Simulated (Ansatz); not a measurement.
**Where B_N puts its levels in the gap of Si3N4 (P6_3/m)**

Charge states of B_N in Si3N4 (P6_3/m), set against the band edges. Model: a cell of 126 host atoms with 1 N taken out and 1 B put in.

Main program and level: Ansatz 0.2.0; place-levels on PBEsol runs: charge-transition levels and formation energies with image-charge correction and potential alignment at the atomic sites; PAW set soft_1.

## Step 1: Set-up

The cell holds 126 atoms: 54 Si, 71 N and 1 B. Its edges and angles: a = 13.206 Å, b = 13.206 Å, c = 8.731 Å, α = 90.0°, β = 90.0°, γ = 120.0°. It derives from Si3N4 (space group P6_3/m). Nearest the centre at fractional (0.576, 0.453, 0.583): B83 at 0.00 Å, Si101 at 1.74 Å, Si59 at 1.74 Å, Si56 at 1.74 Å, N62 at 2.78 Å, N123 at 2.82 Å, N81 at 2.82 Å, N116 at 2.82 Å.

Known beforehand: the electronic dielectric constant, (4.29, 4.29, 4.37), and the static one, (8.29, 8.29, 8.25), from a response run on this crystal (DFPT, PBEsol) at that run's own cell.

The cell's shortest repeat is 8.7 Å.

## Step 2: What was run first

A transition level is the Fermi level at which two charge states cost the same, so each charge needs its own total energy, at its own relaxed structure.

Each atom starts 0.05 Å or so off its site in a random direction: a symmetric start keeps its symmetry, and would miss off-centre moves and Jahn–Teller distortions. Forces are taken at one point at (¼, ¼, ¼). The cell holds 2 electrons more than the neutral one, with a uniform background that keeps it neutral on the whole.

The sampling was tested on the host first: at the k-points planned (1x1x1 shifted 0.25 0.25 0.25) its energy lies 0.000 eV an atom from the dense-mesh value, under the bound of 0.02 eV set for this test; that bounds the host's error, not the defect's.

One state's input; the others differ in charge, spin, start and seed, and in occupations where the table says so.

Contents of qm2.relax/input.yaml:

```yaml
crystal:
  lattice:
    - [11.43668588, 6.60297367, 0.0]
    - [-11.43668588, 6.60297367, 0.0]
    - [0.0, 0.0, 8.73076733]
  atoms:
    - { symbol: Si, position: [0.01950046, 0.80655545, 0.25] }
    - { symbol: Si, position: [0.3528338, 0.47322211, 0.25] }
    - { symbol: Si, position: [0.68616713, 0.13988878, 0.25] }
    - { symbol: Si, position: [0.21294502, 0.01950046, 0.08333333] }
    - { symbol: Si, position: [0.54627835, 0.68616713, 0.08333333] }
    - { symbol: Si, position: [0.87961168, 0.3528338, 0.08333333] }
    - { symbol: Si, position: [0.13988878, 0.45372165, 0.08333333] }
    - { symbol: Si, position: [0.47322211, 0.12038832, 0.08333333] }
    - { symbol: Si, position: [0.80655545, 0.78705498, 0.08333333] }
    - { symbol: Si, position: [0.19344455, 0.21294502, 0.25] }
    - { symbol: Si, position: [0.52677789, 0.87961168, 0.25] }
    - { symbol: Si, position: [0.86011122, 0.54627835, 0.25] }
    - { symbol: Si, position: [0.12038832, 0.6471662, 0.25] }
    - { symbol: Si, position: [0.45372165, 0.31383287, 0.25] }
    - { symbol: Si, position: [0.78705498, 0.98049954, 0.25] }
    - { symbol: Si, position: [0.31383287, 0.86011122, 0.08333333] }
    - { symbol: Si, position: [0.6471662, 0.52677789, 0.08333333] }
    - { symbol: Si, position: [0.98049954, 0.19344455, 0.08333333] }
    - { symbol: "N", position: [0.0, 0.66666667, 0.25] }
    - { symbol: "N", position: [0.33333333, 0.33333333, 0.25] }
    - { symbol: "N", position: [0.66666667, 0.0, 0.25] }
    - { symbol: "N", position: [0.0, 0.33333333, 0.08333333] }
    - { symbol: "N", position: [0.33333333, 0.0, 0.08333333] }
    - { symbol: "N", position: [0.66666667, 0.66666667, 0.08333333] }
    - { symbol: "N", position: [0.21345843, 0.45653274, 0.25] }
    - { symbol: "N", position: [0.54679176, 0.12319941, 0.25] }
    - { symbol: "N", position: [0.8801251, 0.78986608, 0.25] }
    - { symbol: "N", position: [0.09025902, 0.8801251, 0.08333333] }
    - { symbol: "N", position: [0.42359235, 0.54679176, 0.08333333] }
    - { symbol: "N", position: [0.75692569, 0.21345843, 0.08333333] }
    - { symbol: "N", position: [0.12319941, 0.57640765, 0.08333333] }
    - { symbol: "N", position: [0.45653274, 0.24307431, 0.08333333] }
    - { symbol: "N", position: [0.78986608, 0.90974098, 0.08333333] }
    - { symbol: "N", position: [0.21013392, 0.09025902, 0.25] }
    - { symbol: "N", position: [0.54346726, 0.75692569, 0.25] }
    - { symbol: "N", position: [0.87680059, 0.42359235, 0.25] }
    - { symbol: "N", position: [0.1198749, 0.21013392, 0.08333333] }
    - { symbol: "N", position: [0.45320824, 0.87680059, 0.08333333] }
    - { symbol: "N", position: [0.78654157, 0.54346726, 0.08333333] }
    - { symbol: "N", position: [0.24307431, 0.78654157, 0.25] }
    - { symbol: "N", position: [0.57640765, 0.45320824, 0.25] }
    - { symbol: "N", position: [0.90974098, 0.1198749, 0.25] }
    - { symbol: Si, position: [0.01950046, 0.80655545, 0.58333333] }
    - { symbol: Si, position: [0.3528338, 0.47322211, 0.58333333] }
    - { symbol: Si, position: [0.68616713, 0.13988878, 0.58333333] }
    - { symbol: Si, position: [0.21294502, 0.01950046, 0.41666667] }
    - { symbol: Si, position: [0.54627835, 0.68616713, 0.41666667] }
    - { symbol: Si, position: [0.87961168, 0.3528338, 0.41666667] }
    - { symbol: Si, position: [0.13988878, 0.45372165, 0.41666667] }
    - { symbol: Si, position: [0.47322211, 0.12038832, 0.41666667] }
    - { symbol: Si, position: [0.80655545, 0.78705498, 0.41666667] }
    - { symbol: Si, position: [0.19344455, 0.21294502, 0.58333333] }
    - { symbol: Si, position: [0.52677789, 0.87961168, 0.58333333] }
    - { symbol: Si, position: [0.86011122, 0.54627835, 0.58333333] }
    - { symbol: Si, position: [0.12038832, 0.6471662, 0.58333333] }
    - { symbol: Si, position: [0.45372165, 0.31383287, 0.58333333] }
    - { symbol: Si, position: [0.78705498, 0.98049954, 0.58333333] }
    - { symbol: Si, position: [0.31383287, 0.86011122, 0.41666667] }
    - { symbol: Si, position: [0.6471662, 0.52677789, 0.41666667] }
    - { symbol: Si, position: [0.98049954, 0.19344455, 0.41666667] }
    - { symbol: "N", position: [0.0, 0.66666667, 0.58333333] }
    - { symbol: "N", position: [0.33333333, 0.33333333, 0.58333333] }
    - { symbol: "N", position: [0.66666667, 0.0, 0.58333333] }
    - { symbol: "N", position: [0.0, 0.33333333, 0.41666667] }
    - { symbol: "N", position: [0.33333333, 0.0, 0.41666667] }
    - { symbol: "N", position: [0.66666667, 0.66666667, 0.41666667] }
    - { symbol: "N", position: [0.21345843, 0.45653274, 0.58333333] }
    - { symbol: "N", position: [0.54679176, 0.12319941, 0.58333333] }
    - { symbol: "N", position: [0.8801251, 0.78986608, 0.58333333] }
    - { symbol: "N", position: [0.09025902, 0.8801251, 0.41666667] }
    - { symbol: "N", position: [0.42359235, 0.54679176, 0.41666667] }
    - { symbol: "N", position: [0.75692569, 0.21345843, 0.41666667] }
    - { symbol: "N", position: [0.12319941, 0.57640765, 0.41666667] }
    - { symbol: "N", position: [0.45653274, 0.24307431, 0.41666667] }
    - { symbol: "N", position: [0.78986608, 0.90974098, 0.41666667] }
    - { symbol: "N", position: [0.21013392, 0.09025902, 0.58333333] }
    - { symbol: "N", position: [0.54346726, 0.75692569, 0.58333333] }
    - { symbol: "N", position: [0.87680059, 0.42359235, 0.58333333] }
    - { symbol: "N", position: [0.1198749, 0.21013392, 0.41666667] }
    - { symbol: "N", position: [0.45320824, 0.87680059, 0.41666667] }
    - { symbol: "N", position: [0.78654157, 0.54346726, 0.41666667] }
    - { symbol: "N", position: [0.24307431, 0.78654157, 0.58333333] }
    - { symbol: B, position: [0.57640765, 0.45320824, 0.58333333] }
    - { symbol: "N", position: [0.90974098, 0.1198749, 0.58333333] }
    - { symbol: Si, position: [0.01950046, 0.80655545, 0.91666667] }
    - { symbol: Si, position: [0.3528338, 0.47322211, 0.91666667] }
    - { symbol: Si, position: [0.68616713, 0.13988878, 0.91666667] }
    - { symbol: Si, position: [0.21294502, 0.01950046, 0.75] }
    - { symbol: Si, position: [0.54627835, 0.68616713, 0.75] }
    - { symbol: Si, position: [0.87961168, 0.3528338, 0.75] }
    - { symbol: Si, position: [0.13988878, 0.45372165, 0.75] }
    - { symbol: Si, position: [0.47322211, 0.12038832, 0.75] }
    - { symbol: Si, position: [0.80655545, 0.78705498, 0.75] }
    - { symbol: Si, position: [0.19344455, 0.21294502, 0.91666667] }
    - { symbol: Si, position: [0.52677789, 0.87961168, 0.91666667] }
    - { symbol: Si, position: [0.86011122, 0.54627835, 0.91666667] }
    - { symbol: Si, position: [0.12038832, 0.6471662, 0.91666667] }
    - { symbol: Si, position: [0.45372165, 0.31383287, 0.91666667] }
    - { symbol: Si, position: [0.78705498, 0.98049954, 0.91666667] }
    - { symbol: Si, position: [0.31383287, 0.86011122, 0.75] }
    - { symbol: Si, position: [0.6471662, 0.52677789, 0.75] }
    - { symbol: Si, position: [0.98049954, 0.19344455, 0.75] }
    - { symbol: "N", position: [0.0, 0.66666667, 0.91666667] }
    - { symbol: "N", position: [0.33333333, 0.33333333, 0.91666667] }
    - { symbol: "N", position: [0.66666667, 0.0, 0.91666667] }
    - { symbol: "N", position: [0.0, 0.33333333, 0.75] }
    - { symbol: "N", position: [0.33333333, 0.0, 0.75] }
    - { symbol: "N", position: [0.66666667, 0.66666667, 0.75] }
    - { symbol: "N", position: [0.21345843, 0.45653274, 0.91666667] }
    - { symbol: "N", position: [0.54679176, 0.12319941, 0.91666667] }
    - { symbol: "N", position: [0.8801251, 0.78986608, 0.91666667] }
    - { symbol: "N", position: [0.09025902, 0.8801251, 0.75] }
    - { symbol: "N", position: [0.42359235, 0.54679176, 0.75] }
    - { symbol: "N", position: [0.75692569, 0.21345843, 0.75] }
    - { symbol: "N", position: [0.12319941, 0.57640765, 0.75] }
    - { symbol: "N", position: [0.45653274, 0.24307431, 0.75] }
    - { symbol: "N", position: [0.78986608, 0.90974098, 0.75] }
    - { symbol: "N", position: [0.21013392, 0.09025902, 0.91666667] }
    - { symbol: "N", position: [0.54346726, 0.75692569, 0.91666667] }
    - { symbol: "N", position: [0.87680059, 0.42359235, 0.91666667] }
    - { symbol: "N", position: [0.1198749, 0.21013392, 0.75] }
    - { symbol: "N", position: [0.45320824, 0.87680059, 0.75] }
    - { symbol: "N", position: [0.78654157, 0.54346726, 0.75] }
    - { symbol: "N", position: [0.24307431, 0.78654157, 0.91666667] }
    - { symbol: "N", position: [0.57640765, 0.45320824, 0.91666667] }
    - { symbol: "N", position: [0.90974098, 0.1198749, 0.91666667] }
  host:
    repeats: [1, 1, 3]
    atoms:
      - { symbol: Si, position: [0.01950046, 0.80655545, 0.75] }
      - { symbol: Si, position: [0.3528338, 0.47322211, 0.75] }
      # ... 40 more atoms of the perfect host
total_charge: -2
basis:
  ecutwfc: 420
  xc_grid: 2
hamiltonian:
  xc: pbesol
  pseudopotentials: { kind: paw, azcp: { folder: soft_1 }, xc_functional: pbe }
kpoints:
  mp_grid: { grid: [1, 1, 1], shift: [0.25, 0.25, 0.25] }
scf:
  occupations: { method: fixed }
  max_iter: 80
output:
  forces: true
  charged_corrections:
    epsilon: [4.29, 4.29, 4.37]
    static_epsilon: [8.29, 8.29, 8.25]
    defect_position: [0.576408, 0.453208, 0.583333]
relax:
  f_tol: 0.02
  max_steps: 80
  random_displacement: { amplitude: 0.05, seed: 8596 }
checkpoint:
  write: "../qm2.relax.run"
  compress: false
  write_wavefunctions: true
  write_every: 100000
```

On the command line:

```bash
$ ansatz run input.yaml --threads 4 --pin off --max-ram 15073MiB --backend cpu --events-out ev --progress --plain --runs-dir out
```

The relaxed structure is kept and the sampling changed to a 2×2×2 shifted mesh.

The run of this state that the levels use, under PBEsol:

Contents of qm2.point/input.yaml:

```yaml
crystal:
  checkpoint: "../qm2.relax.run"
  host: checkpoint
total_charge: -2
basis:
  ecutwfc: 420
  xc_grid: 2
hamiltonian:
  xc: pbesol
  pseudopotentials: { kind: paw, azcp: { folder: soft_1 }, xc_functional: pbe }
kpoints:
  mp_grid: { grid: [2, 2, 2], shift: [0.5, 0.5, 0.5] }
scf:
  occupations: { method: fermi_dirac, width: 0.01 }
  max_iter: 80
output:
  forces: true
  eigenvalues: true
  charged_corrections:
    epsilon: [4.29, 4.29, 4.37]
    static_epsilon: [8.29, 8.29, 8.25]
    defect_position: [0.576408, 0.453208, 0.583333]
  eigenstates: { localisation: true }
  populations: true
  band_densities: [{ bands: [v1, v1] }, { bands: [c1, c1] }]
  write_density: true
  write_potential: true
  volumetric_format: npy
  elf: true
checkpoint:
  read: "../qm2.relax.run"
  write: "../qm2.point.run"
  compress: false
  write_wavefunctions: false
  write_every: 100000
```

Relaxations under PBEsol at one point at (¼, ¼, ¼); times on 4 threads of Arm Neoverse V1, shared host:

```
charge  moment (μB)  occupations    outcome  steps  largest displacement against the far atoms (Å)     time
    −2            0        fixed  converged     13                                            0.68  6.1 min
    −1            1        fixed  converged      6                                            0.15    7 min
     0            0        fixed  converged      7                                            0.20  3.6 min
     0            2        fixed  converged      9                                            0.21   11 min
    +1            1        fixed  converged      9                                            0.22   11 min
    +1            3        fixed  converged      9                                            0.25   11 min
```

Single points under PBEsol at a 2×2×2 shifted mesh; times on 4 threads of Arm Neoverse V1, shared host:

```
charge  moment (μB)  occupations    outcome     time
    −2            0  fermi-dirac  converged  3.9 min
    −1            1  fermi-dirac  converged    8 min
     0            0  fermi-dirac  converged  3.9 min
     0            2  fermi-dirac  converged  9.2 min
    +1            1  fermi-dirac  converged  8.8 min
    +1            3  fermi-dirac  converged  8.9 min
```

Distances (Å) from B83 to the nearest atoms after relaxation with PBEsol:

```
charge  moment (μB)       1.       2.       3.       4.      5.      6.
    −2            0  Si 1.84  Si 1.84  Si 1.85  Si 2.04  N 2.63  N 2.88
    −1            1  Si 1.83  Si 1.83  Si 1.83   N 2.82  N 2.92  N 2.92
     0            0  Si 1.88  Si 1.88  Si 1.89   N 2.82  N 2.90  N 2.90
     0            2  Si 1.86  Si 1.87  Si 1.90   N 2.80  N 2.83  N 2.90
    +1            1  Si 1.90  Si 1.90  Si 1.91   N 2.81  N 2.88  N 2.90
    +1            3  Si 1.90  Si 1.90  Si 1.93   N 2.76  N 2.89  N 2.90
```

(Part 1 of 2 ends here.)

[Logs are printed without paths, hosts, clocks, repeated set-up lines and the standing remarks that a program may print on its own settings, such as how far it seeks lower states.]

[Hosts, paths, dates, database ids (printed as entryN), source tags and the programs' standing remarks are cut or masked in the printed files.]

[Where a table of states has a column of steps, it counts the stored structures, which are thinned; the runs took as many ionic steps or more.]

[A defect's name tells the site on which it was built; relaxed atoms can leave that site.]

[For some hosts the program warned that the k-mesh of the response run may be too coarse for force constants and the static dielectric constant; such warnings are not shown here.]
